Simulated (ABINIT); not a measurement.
Here is an ABINIT 10.8.3 (patched build) calculation.

run.abi

```
# Pseudopotentials
pp_dirpath "./"
pseudos "Ti.GGA_PBE-JTH.xml, Al.GGA_PBE-JTH.xml"

# Structure
acell 2.9275422229 2.9275422229 9.226362 Angstrom
rprim
     1.0000000000     0.0000000000     0.0000000000
    -0.5000000000     0.8660254038     0.0000000000
     0.0000000000     0.0000000000     1.0000000000
ntypat 2
znucl 22 13
natom 4
typat 1 1 1 2
xred
     0.3333333333     0.6666666667     0.2494060000
     0.3333333333     0.6666666667     0.7505940000
     0.6666666667     0.3333333333     0.0000000000
     0.6666666667     0.3333333333     0.5000000000

# Plane-wave basis
ecut 408.170794 eV
pawecutdg 30.0
pawxcdev 0

# k points
kptopt 1
ngkpt 10 10 3
nshiftk 1
shiftk 0.0 0.0 0.0

# Exchange and correlation
ixc 11

# Bands and occupations
nband 24
occopt 3
tsmear 0.00183747

# SCF cycle
nstep 100
tolvrs 1.0e-9

# Output
iomode 3
prtwf 0
prtden 0
prteig 0
prtebands 0
enunit 2
```

Potentials or basis: JTH PAW PBE v2.0.

Command:

```bash
$ abinit run.abi > log 2>&1
```

Question: Predict the pressure.

Answer: 0.4 GPa.

Question: Estimate the band gap on the k mesh.

Answer: None (metal or under the smearing width).

Stress tensor (GPa, compression positive):
```
0.37 0.00 0.00
0.00 0.37 0.00
0.00 0.00 0.57
```
